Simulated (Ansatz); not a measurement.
# GeO2: pressure series

Take GeO$_{2}$ in the rutile structure (space group P4_2/mnm, No. 136) as the base.

```cif
data_Ge2O4
_chemical_formula_sum 'Ge2 O4'
_space_group_name_H-M_alt 'P42/mnm'
_space_group_IT_number 136
_space_group_name_Hall '-P 4n 2n'
_cell_length_a 4.48750
_cell_length_b 4.48750
_cell_length_c 2.90497
_cell_angle_alpha 90.000
_cell_angle_beta 90.000
_cell_angle_gamma 90.000
loop_
_atom_site_label
_atom_site_type_symbol
_atom_site_symmetry_multiplicity
_atom_site_Wyckoff_symbol
_atom_site_fract_x
_atom_site_fract_y
_atom_site_fract_z
_atom_site_occupancy
Ge1 Ge 2 a 0.00000 0.00000 0.00000 1
O1 O 4 f 0.30714 0.30714 0.00000 1
```

Cell and atoms are relaxed at each pressure.

Calculations: PBE/PAW in Ansatz (a quantum-chemistry and plane-wave program), no spin-orbit coupling.

Candidates:
(a) pressure 3 GPa
(b) pressure −2 GPa
(c) pressure −1 GPa

For the base:

| Property | Result |
|---|---|
| Band gap | 1.23 eV |

Problem. Order them by band gap, lowest first.

Solution. (b) pressure −2 GPa (1.12 eV), (c) pressure −1 GPa (1.17 eV), (a) pressure 3 GPa (1.38 eV)

Load acts through the strain it causes; cell and atoms are relaxed under it. Stability against distortions was not tested.
